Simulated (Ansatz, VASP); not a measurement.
Two plane-wave programs on Ni

The input INCAR:

```
PREC = Accurate
ENCUT = 520
EDIFF = 1E-7
ISMEAR = -1
SIGMA = 0.05
LREAL = F
LASPH = T
NELM = 150
ALGO = Normal
ISIF = 2
LWAVE = F
LCHARG = F
ISPIN = 2
MAGMOM = 2 2
LORBIT = 11
LMAXMIX = 4
GGA = PE
NBANDS = 21
```

KPOINTS

```
Automatic mesh
0
Gamma
  6 12 12
```

Contents of POSCAR:

```
Ni
1.0
    0.0000000000      3.5347000000      3.5347000000
    1.7673500000      0.0000000000      1.7673500000
    1.7673500000      1.7673500000      0.0000000000
Ni
2
Direct
    0.0000000000      0.0000000000      0.0000000000
    0.5000000000      0.0000000000      0.0000000000
```

Input for Ansatz:

```yaml
crystal:
  lattice:
    - [0.0, 3.5347, 3.5347]
    - [1.76735, 0.0, 1.76735]
    - [1.76735, 1.76735, 0.0]
  atoms:
    - { symbol: Ni, position: [0.0, 0.0, 0.0], spin: 2.0 }
    - { symbol: Ni, position: [0.5, 0.0, 0.0], spin: 2.0 }
magnetization:
  spin_polarized: true
hamiltonian:
  xc: pbe
  pseudopotentials: { kind: paw }
basis:
  ecutwfc: 420
kpoints:
  mp_grid: { grid: [6, 12, 12] }
scf:
  occupations: { method: fermi_dirac, width: 0.05 }
  lower_state_search: "off"
  algorithm: density_mixing
  mixing: { spin_hold: "off" }
output:
  forces: true
  stress: true
```

Alike in both runs: task single point; functional PBE; k mesh 6 × 12 × 12; occupations fermi-dirac, width 0.05 eV; collinear spin.

|  | VASP | Ansatz |
| --- | --- | --- |
| version | VASP 6.6.1 | Ansatz 0.2.0 |
| potentials or method | VASP PAW PBE potentials, release 64 (Ni) | PAW, plane waves, scalar-relativistic |
| plane-wave cutoff (eV) | 520 | 420 |
| valence electrons in the cell | 20 | 36 |

Ansatz gave:

* pressure (GPa): -2.2
* net moment per atom (μB): 0.69
* size of the moment on the site where the two differ most (μB): 0.73

**Question.** Estimate VASP's values.

**Answer.** Pressure (GPa): -2.3; net moment per atom (μB): 0.68; size of the moment on the site where the two differ most (μB): 0.69.

Site moments also hang on the region over which each program counts them. The two sets of potentials don't hold the same shells in valence.
